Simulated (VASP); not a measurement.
## SiO2 (Stishovite): input slips in a relaxation and what they do

Aim: see how common mistakes in a VASP relaxation show up, on SiO2 (Stishovite). The starting structure is a measured crystal structure from the Crystallography Open Database. The first relaxation on each setting starts from this cell expanded by 3 % in volume.

Method: Kohn-Sham DFT with plane waves and PAW; PBEsol, in VASP 6.6.1.

## 1. The starting structure

It takes space group P4_2/mnm (No. 136, tetragonal). Conventional cell: a = 4.177 Å, b = 4.177 Å, c = 2.665 Å, α = 90.00°, β = 90.00°, γ = 90.00°. Nearest to Si lie 6 O at 1.76 to 1.81 Å. Nearest to O lie 3 Si at 1.76 to 1.81 Å. Farther neighbours and most contacts between anions are not listed.

## 2. Reference relaxation

The input, INCAR:

```
SYSTEM = SiO2
PREC = Accurate
ENCUT = 520
EDIFF = 1E-06
NELM = 100
ISMEAR = 0
SIGMA = 0.03
LREAL = .FALSE.
ALGO = Normal
GGA = PS
NBANDS = 22
LORBIT = 11
LWAVE = .FALSE.
LCHARG = .FALSE.
KPAR = 8
IBRION = 2
NSW = 50
ISIF = 3
EDIFFG = -0.006
```

The input, POSCAR:

```
SiO2
1.0
    4.2186620959      0.0000000000      0.0000000000
    0.0000000000      4.2186620959      0.0000000000
    0.0000000000      0.0000000000      2.6915898351
Si O
2 4
Direct
    0.5000000000      0.5000000000      0.5000000000
    0.0000000000      0.0000000000      0.0000000000
    0.8059000000      0.1941000000      0.5000000000
    0.6941000000      0.6941000000      0.0000000000
    0.1941000000      0.8059000000      0.5000000000
    0.3059000000      0.3059000000      0.0000000000
```

The input, KPOINTS:

```
Automatic mesh
0
Gamma
6 6 8
0 0 0
```

Potentials, in the order of the species: Si and O (PBE family, release 64).

The run is started by

```
> mpirun -np 8 vasp_std
```

The log of the run:

```text
[banner, memory and clock lines left out]
running    8 mpi-ranks, on    1 nodes
 distrk:  each k-point on    1 cores,    8 groups
 distr:  one band on    1 cores,    1 groups

 POSCAR found type information on POSCAR SiO
 POSCAR found :  2 types and       6 ions
|                                                                             |
|           W    W    AA    RRRRR   N    N  II  N    N   GGGG   !!!           |
|           W    W   A  A   R    R  NN   N  II  NN   N  G    G  !!!           |
|           W    W  A    A  R    R  N N  N  II  N N  N  G       !!!           |
|           W WW W  AAAAAA  RRRRR   N  N N  II  N  N N  G  GGG   !            |
|           WW  WW  A    A  R   R   N   NN  II  N   NN  G    G                |
|           W    W  A    A  R    R  N    N  II  N    N   GGGG   !!!           |
|                                                                             |
|     For optimal performance we recommend to set                             |
|       NCORE = 2 up to number-of-cores-per-socket                            |
|     NCORE specifies how many cores store one orbital (NPAR=cpu/NCORE).      |
|     This setting can greatly improve the performance of VASP for DFT.       |
|     The default, NCORE=1 might be grossly inefficient on modern             |
|     multi-core architectures or massively parallel machines. Do your        |
|     Unfortunately you need to use the default for GW and RPA                |
|     calculations (for HF NCORE is supported but not extensively tested      |
|     yet).                                                                   |
|                                                                             |

|                                                                             |
|               ----> ADVICE to this user running VASP <----                  |
|                                                                             |
|     You enforced a specific xc type in the INCAR file but a different       |
|     [... a line on the potential file left out ...]
|     I HOPE YOU KNOW WHAT YOU ARE DOING!                                     |
|                                                                             |

 LDA part: xc-table for (Slater+PW92), standard interpolation
 POSCAR, INCAR and KPOINTS ok, starting setup
 FFT: planning ... GRIDC
 FFT: planning ... GRID_SOFT
 FFT: planning ... GRID
 WAVECAR not read
 entering main loop
       N       E                     dE             d eps       ncg     rms          rms(c)
DAV:   1     0.149623346982E+03    0.14962E+03   -0.17968E+04  2216   0.140E+03
DAV:   2    -0.461044477277E+02   -0.19573E+03   -0.18764E+03  2928   0.300E+02
DAV:   3    -0.530844186206E+02   -0.69800E+01   -0.69497E+01  2800   0.572E+01
DAV:   4    -0.531326915936E+02   -0.48273E-01   -0.48251E-01  2698   0.555E+00
DAV:   5    -0.531331426749E+02   -0.45108E-03   -0.45104E-03  2782   0.515E-01    0.166E+01
DAV:   6    -0.490064905120E+02    0.41267E+01   -0.14419E+01  2608   0.256E+01    0.780E+00
DAV:   7    -0.489823564856E+02    0.24134E-01   -0.46327E-01  2554   0.448E+00    0.292E+00
DAV:   8    -0.489725103661E+02    0.98461E-02   -0.17301E-02  2662   0.129E+00    0.990E-01
DAV:   9    -0.489726174018E+02   -0.10704E-03   -0.47014E-03  2680   0.681E-01    0.262E-01
DAV:  10    -0.489727292071E+02   -0.11181E-03   -0.47274E-04  2644   0.170E-01    0.438E-02
DAV:  11    -0.489726999796E+02    0.29227E-04   -0.11080E-04  2722   0.772E-02    0.906E-03
DAV:  12    -0.489727001908E+02   -0.21124E-06   -0.67512E-06  2596   0.186E-02
   1 F= -.48972700E+02 E0= -.48972700E+02  d E =-.489727E+02
[...]
2 F= -.48963809E+02 E0= -.48963809E+02  d E =0.889070E-02
[...]
3 F= -.48982314E+02 E0= -.48982314E+02  d E =-.961416E-02
[...]
4 F= -.48982740E+02 E0= -.48982740E+02  d E =-.425149E-03
[...]
5 F= -.48982754E+02 E0= -.48982754E+02  d E =-.439832E-03
 curvature:  -0.55 expect dE=-0.247E-04 dE for cont linesearch -0.192E-07
 trial: gam= 0.06340 g(F)=  0.184E-04 g(S)=  0.264E-04 ort =-0.535E-05 (trialstep = 0.925E+00)
 search vector abs. value=  0.474E-04
 bond charge predicted
       N       E                     dE             d eps       ncg     rms          rms(c)
DAV:   1    -0.489827912714E+02   -0.36160E-04   -0.36899E-03  2362   0.490E-01    0.368E-02
DAV:   2    -0.489827750170E+02    0.16254E-04   -0.38270E-05  2758   0.474E-02    0.208E-02
DAV:   3    -0.489827659434E+02    0.90737E-05   -0.92140E-06  2698   0.256E-02    0.142E-03
DAV:   4    -0.489827659860E+02   -0.42629E-07   -0.57401E-07  1406   0.565E-03
   6 F= -.48982766E+02 E0= -.48982766E+02  d E =-.118015E-04
 trial-energy change:   -0.000012  1 .order   -0.000012   -0.000041    0.000016
 step:   0.6606(harm=  0.6606)  dis= 0.00015  next Energy=   -48.982769 (dE=-0.147E-04)
 reached required accuracy - stopping structural energy minimisation
```

Elapsed: 21 s, on 8 MPI ranks of Intel Xeon Platinum 8259CL at 2.50GHz (Skylake/Cascade Lake), shared host; peak memory 1.6 GiB; 2.2 min of CPU time.

Lines that name or quote the potential files are left out of all logs, and their timing lines are given in words.

OUTCAR, selected parts (step 2):

```text
ion  position               nearest neighbor table
   1  0.500  0.500  0.500-   4 1.78   6 1.78   4 1.78   6 1.78   5 1.83   3 1.83
   2  0.000  0.000  0.000-   3 1.78   5 1.78   3 1.78   5 1.78   4 1.83   6 1.83
   3  0.806  0.194  0.500-   2 1.78   2 1.78   1 1.83
   4  0.694  0.694  0.000-   1 1.78   1 1.78   2 1.83
   5  0.194  0.806  0.500-   2 1.78   2 1.78   1 1.83
   6  0.306  0.306  0.000-   1 1.78   1 1.78   2 1.83

  LATTYP: Found a simple tetragonal cell.
 ALAT       =     4.2186620959
 C/A-ratio  =     0.6380197735

 Subroutine GETGRP returns: Found 16 space group operations
 (whereof  8 operations were pure point group operations)

The static configuration has the point symmetry D_2h.
 The point group associated with its full space group is D_4h.

 Found     50 irreducible k-points:

   k-points           NKPTS =     50   k-points in BZ     NKDIM =     50   number of bands    NBANDS=     22

   dimension x,y,z NGX =    32 NGY =   32 NGZ =   20
   dimension x,y,z NGXF=    64 NGYF=   64 NGZF=   40

   ENCUT  =  520.0 eV  38.22 Ry    6.18 a.u.   7.84  7.84  5.00*2*pi/ulx,y,z

   NELECT =      32.0000    total number of electrons

 k-points in reciprocal lattice and weights: Automatic mesh
   0.00000000  0.00000000  0.00000000       0.003
   0.16666667  0.00000000  0.00000000       0.014
   0.33333333  0.00000000  0.00000000       0.014
   0.50000000  0.00000000  0.00000000       0.007
   0.16666667  0.16666667  0.00000000       0.014
   0.33333333  0.16666667  0.00000000       0.028
   0.50000000  0.16666667  0.00000000       0.014
   0.33333333  0.33333333  0.00000000       0.014
   0.50000000  0.33333333  0.00000000       0.014
[...]
0.50000000  0.33333333  0.50000000       0.014
   0.50000000  0.50000000  0.50000000       0.003

 average (electrostatic) potential at core
       1 -81.1032       2 -81.1032       3 -66.8666       4 -66.8666       5 -66.8666
       6 -66.8666

 E-fermi :   8.1826

 k-point     1 :       0.0000    0.0000    0.0000
  band No.  band energies     occupation
    ...
     12       4.8498      2.00000
     13       5.4623      2.00000
     14       7.1157      2.00000
     15       7.1157      2.00000
     16       8.0010      2.00000
     17      13.3118      0.00000
     18      14.4284      0.00000
     19      16.1886      0.00000
     20      16.1886      0.00000
     21      18.8133      0.00000
    ...

 k-point     2 :       0.1667    0.0000    0.0000
  band No.  band energies     occupation
    ...
     12       4.9128      2.00000
     13       5.5095      2.00000
     14       6.5212      2.00000
     15       7.0675      2.00000
     16       7.7817      2.00000
     17      13.7599      0.00000
     18      14.6725      0.00000
     19      16.2523      0.00000
     20      16.2728      0.00000
     21      19.2582      0.00000
    ...

 k-point     3 :       0.3333    0.0000    0.0000
  band No.  band energies     occupation
    ...
     12       5.0817      2.00000
     13       5.2252      2.00000
     14       5.4691      2.00000
     15       6.9551      2.00000
     16       7.2653      2.00000
     17      14.6978      0.00000
     18      15.2701      0.00000
     19      16.4599      0.00000
     20      16.6277      0.00000
     21      19.1534      0.00000
    ...

  Total        0.0094727      0.0094727     -0.0193630     -0.0000000      0.0000000      0.0000000
  in kB        0.3215904      0.3215904     -0.6573548     -0.0000000      0.0000000      0.0000000
  external PRESSURE =      -0.0047247 kB  Pullay stress =       0.0000000 kB

  energy-cutoff  :      520.00
  volume of cell :       47.19
      direct lattice vectors                 reciprocal lattice vectors
     4.193536476  0.000000000  0.000000000     0.238462216 -0.000000000  0.000000000
     0.000000000  4.193536476  0.000000000    -0.000000000  0.238462216  0.000000000
     0.000000000  0.000000000  2.683623245     0.000000000  0.000000000  0.372630548

 POSITION                                       TOTAL-FORCE (eV/Angst)
 -----------------------------------------------------------------------------------
      2.09677      2.09677      1.34181         0.000000      0.000000      0.000000
      4.19354      4.19354      0.00000         0.000000      0.000000      0.000000
      3.37958      0.81396      1.34181        -0.002540      0.002540      0.000000
      2.91073      2.91073      0.00000         0.002540      0.002540      0.000000
      0.81396      3.37958      1.34181         0.002540     -0.002540      0.000000
      1.28281      1.28281      2.68362        -0.002540     -0.002540      0.000000
 -----------------------------------------------------------------------------------
    total drift:                                0.000000      0.000000      0.000000

  FREE ENERGIE OF THE ION-ELECTRON SYSTEM (eV)
  ---------------------------------------------------
  free  energy   TOTEN  =       -48.9827659860 eV

  energy  without entropy=      -48.9827659860  energy(sigma->0) =      -48.98276599

 reached required accuracy - stopping structural energy minimisation

 total charge
# of ion       s       p       d       tot
------------------------------------------
    1        0.589   0.870   0.000   1.459
    2        0.589   0.870   0.000   1.459
    3        1.544   3.664   0.000   5.208
    4        1.544   3.664   0.000   5.208
    5        1.544   3.664   0.000   5.208
    6        1.544   3.664   0.000   5.208
--------------------------------------------------
tot          7.354  16.397   0.000  23.751

[... 3 further parts left out ...]
```

CONTCAR:

```
SiO2
   1.00000000000000
     4.1935364761927758    0.0000000000000000    0.0000000000000000
     0.0000000000000000    4.1935364761927758    0.0000000000000000
     0.0000000000000000    0.0000000000000000    2.6836232454737114
  Si              O
     2     4
Direct
     0.5000000000000000    0.5000000000000000    0.5000000000000000
     1.0000000000000000    1.0000000000000000    0.0000000000000000
     0.8059010337740348    0.1940989662259652    0.5000000000000000
     0.6940989662259652    0.6940989662259652    0.0000000000000000
     0.1940989662259652    0.8059010337740348    0.5000000000000000
     0.3059010337740348    0.3059010337740348    1.0000000000000000
```

The PAW data sets were made with PBE, which is usual practice but a small mismatch for other functionals. The run keeps the 16 symmetry operations of its start, so it cannot find a distortion of lower symmetry.

The reference relaxation ends at 7.866 Å³ an atom.

## 3. Relaxation with the cell held fixed (ISIF = 2)

A slip made on purpose: the cell held fixed (ISIF = 2). Against step 2 the input has ISIF = 2 (also changed: NELM).

INCAR, as its differences from that of step 2:

```diff
@@ -4,3 +4,3 @@
 EDIFF = 1E-06
-NELM = 100
+NELM = 60
 ISMEAR = 0
@@ -17,3 +17,3 @@
 NSW = 50
-ISIF = 3
+ISIF = 2
 EDIFFG = -0.006
```

POSCAR is that of step 2.

KPOINTS is that of step 2.

The run is started by

```
> mpirun -np 8 vasp_std
```

The log of the run:

```text
[banner, memory and clock lines left out]
running    8 mpi-ranks, on    1 nodes
[...]
[... a notice as in an earlier step ...]

 [... a notice as in an earlier step ...]

 LDA part: xc-table for (Slater+PW92), standard interpolation
 POSCAR, INCAR and KPOINTS ok, starting setup
[...]
entering main loop
       N       E                     dE             d eps       ncg     rms          rms(c)
[... 12 cycles as in an earlier step ...]
   1 F= -.48972700E+02 E0= -.48972700E+02  d E =-.489727E+02
[...]
N       E                     dE             d eps       ncg     rms          rms(c)
DAV:   1    -0.489724185764E+02    0.28140E-03   -0.60908E-01  2314   0.611E+00    0.180E-01
DAV:   2    -0.489734943363E+02   -0.10758E-02   -0.13476E-02  2710   0.838E-01    0.756E-02
DAV:   3    -0.489733535830E+02    0.14075E-03   -0.14244E-04  2640   0.120E-01    0.385E-02
DAV:   4    -0.489733217965E+02    0.31786E-04   -0.15606E-04  2710   0.108E-01    0.798E-03
DAV:   5    -0.489733247726E+02   -0.29761E-05   -0.33162E-05  2554   0.465E-02    0.592E-03
DAV:   6    -0.489733235809E+02    0.11917E-05   -0.17777E-06  1836   0.139E-02    0.256E-03
DAV:   7    -0.489733236410E+02   -0.60068E-07   -0.63351E-07  1400   0.601E-03
   2 F= -.48973324E+02 E0= -.48973324E+02  d E =-.623450E-03
 trial-energy change:   -0.000623  1 .order   -0.000604   -0.002353    0.001145
 step:   0.6799(harm=  0.6726)  dis= 0.00256  next Energy=   -48.973506 (dE=-0.806E-03)
[...]
N       E                     dE             d eps       ncg     rms          rms(c)
DAV:   1    -0.489734155044E+02   -0.91924E-04   -0.62368E-02  2296   0.196E+00    0.559E-02
DAV:   2    -0.489735236009E+02   -0.10810E-03   -0.13755E-03  2716   0.268E-01    0.244E-02
DAV:   3    -0.489735086821E+02    0.14919E-04   -0.14667E-05  2658   0.385E-02    0.124E-02
DAV:   4    -0.489735051711E+02    0.35110E-05   -0.16123E-05  2698   0.347E-02    0.257E-03
DAV:   5    -0.489735054769E+02   -0.30581E-06   -0.32503E-06  2174   0.144E-02
   3 F= -.48973505E+02 E0= -.48973505E+02  d E =-.805286E-03
[...]
reached required accuracy - stopping structural energy minimisation
```

Elapsed: 12 s, on 8 MPI ranks; peak memory 1.5 GiB.

OUTCAR, selected parts (step 3):

```text
  Total       -1.2200779     -1.2200779     -1.2803592      0.0000000      0.0000000      0.0000000
  in kB      -40.8074817    -40.8074817    -42.8236862      0.0000000      0.0000000      0.0000000
  external PRESSURE =     -41.4795499 kB  Pullay stress =       0.0000000 kB

 POSITION                                       TOTAL-FORCE (eV/Angst)
 -----------------------------------------------------------------------------------
      2.10933      2.10933      1.34579         0.000000     -0.000000     -0.000000
      0.00000      0.00000      0.00000         0.000000     -0.000000     -0.000000
      3.40238      0.81628      1.34579        -0.000285      0.000285     -0.000000
      2.92561      2.92561      0.00000         0.000285      0.000285     -0.000000
      0.81628      3.40238      1.34579         0.000285     -0.000285      0.000000
      1.29305      1.29305      0.00000        -0.000285     -0.000285      0.000000
 -----------------------------------------------------------------------------------
    total drift:                                0.000000     -0.000000     -0.000000

  FREE ENERGIE OF THE ION-ELECTRON SYSTEM (eV)
  ---------------------------------------------------
  free  energy   TOTEN  =       -48.9735054769 eV

  energy  without entropy=      -48.9735054769  energy(sigma->0) =      -48.97350548

[... 2 parts as in an earlier step ...]

[... 2 further parts left out ...]
[key lines of the parts left out:]
E-fermi :   8.0012
```

With the cell held fixed (ISIF = 2) the cell ends at 7.984 Å³ an atom, +1.50 % from the reference.

## 4. Relaxation with a smearing far too wide

A slip made on purpose: a smearing far too wide. Against step 2 the input has SIGMA = 2 (also changed: NELM).

INCAR, as its differences from that of step 3:

```diff
@@ -6,3 +6,3 @@
 ISMEAR = 0
-SIGMA = 0.03
+SIGMA = 2
 LREAL = .FALSE.
@@ -17,3 +17,3 @@
 NSW = 50
-ISIF = 2
+ISIF = 3
 EDIFFG = -0.006
```

POSCAR is that of step 3.

KPOINTS is that of step 3.

The run is started by

```
> mpirun -np 8 vasp_std
```

The log of the run:

```text
[... set-up lines as in an earlier step ...]
 entering main loop
       N       E                     dE             d eps       ncg     rms          rms(c)
DAV:   1     0.148819036691E+03    0.14882E+03   -0.17968E+04  2216   0.140E+03
DAV:   2    -0.461048623695E+02   -0.19492E+03   -0.18568E+03  2928   0.300E+02
DAV:   3    -0.530854036181E+02   -0.69805E+01   -0.69499E+01  2800   0.572E+01
DAV:   4    -0.531336914857E+02   -0.48288E-01   -0.48265E-01  2698   0.555E+00
[...]
DAV:  10    -0.489789143274E+02   -0.11065E-03   -0.46464E-04  2632   0.168E-01    0.435E-02
DAV:  11    -0.489788860573E+02    0.28270E-04   -0.10775E-04  2722   0.761E-02    0.900E-03
DAV:  12    -0.489788862637E+02   -0.20642E-06   -0.66460E-06  2590   0.184E-02
   1 F= -.48978886E+02 E0= -.48950610E+02  d E =-.489789E+02
[...]
2 F= -.48972412E+02 E0= -.48954432E+02  d E =0.647439E-02
[...]
3 F= -.48987190E+02 E0= -.48963887E+02  d E =-.830390E-02
[...]
4 F= -.48987598E+02 E0= -.48964296E+02  d E =-.408325E-03
[...]
5 F= -.48987614E+02 E0= -.48964313E+02  d E =-.423892E-03
[...]
6 F= -.48987623E+02 E0= -.48964270E+02  d E =-.894629E-05
 trial-energy change:   -0.000009  1 .order   -0.000009   -0.000033    0.000014
 step:   0.6535(harm=  0.6535)  dis= 0.00014  next Energy=   -48.987626 (dE=-0.115E-04)
 reached required accuracy - stopping structural energy minimisation
```

Wall time 17 s (8 MPI ranks); peak memory 1.6 GiB.

From OUTCAR (step 4):

```text
  Total        0.0062777      0.0062777     -0.0205760      0.0000000      0.0000000      0.0000000
  in kB        0.2129261      0.2129261     -0.6978935      0.0000000      0.0000000      0.0000000
  external PRESSURE =      -0.0906805 kB  Pullay stress =       0.0000000 kB

 POSITION                                       TOTAL-FORCE (eV/Angst)
 -----------------------------------------------------------------------------------
      2.09733      2.09733      1.34233         0.000000      0.000000      0.000000
     -0.00000      4.19465      0.00000         0.000000      0.000000      0.000000
      3.38043      0.81422      1.34233        -0.002315      0.002315     -0.000000
      2.91154      2.91154      0.00000         0.002315      0.002315     -0.000000
      0.81422      3.38043      1.34233         0.002315     -0.002315      0.000000
      1.28311      1.28311      2.68467        -0.002315     -0.002315      0.000000
 -----------------------------------------------------------------------------------
    total drift:                                0.000000      0.000000      0.000000

  FREE ENERGIE OF THE ION-ELECTRON SYSTEM (eV)
  ---------------------------------------------------
  free  energy   TOTEN  =       -48.9876229980 eV

  energy  without entropy=      -48.9409169626  energy(sigma->0) =      -48.96426998

[... 2 parts as in an earlier step ...]

[... 2 further parts left out ...]
[key lines of the parts left out:]
E-fermi :  11.0498
```

With a smearing far too wide the cell ends at 7.873 Å³ an atom, +0.09 % from the reference.

[end of part 1 of 2]

[Lines on the potential files, build, host, timing and source positions are cut from VASP's logs without a mark.]

[Logs are printed without paths, hosts, clocks, repeated set-up lines and the standing remarks that a program may print on its own settings, such as how far it seeks lower states.]

[Hosts, paths, dates, database ids (printed as entryN), source tags and the programs' standing remarks are cut or masked in the printed files.]
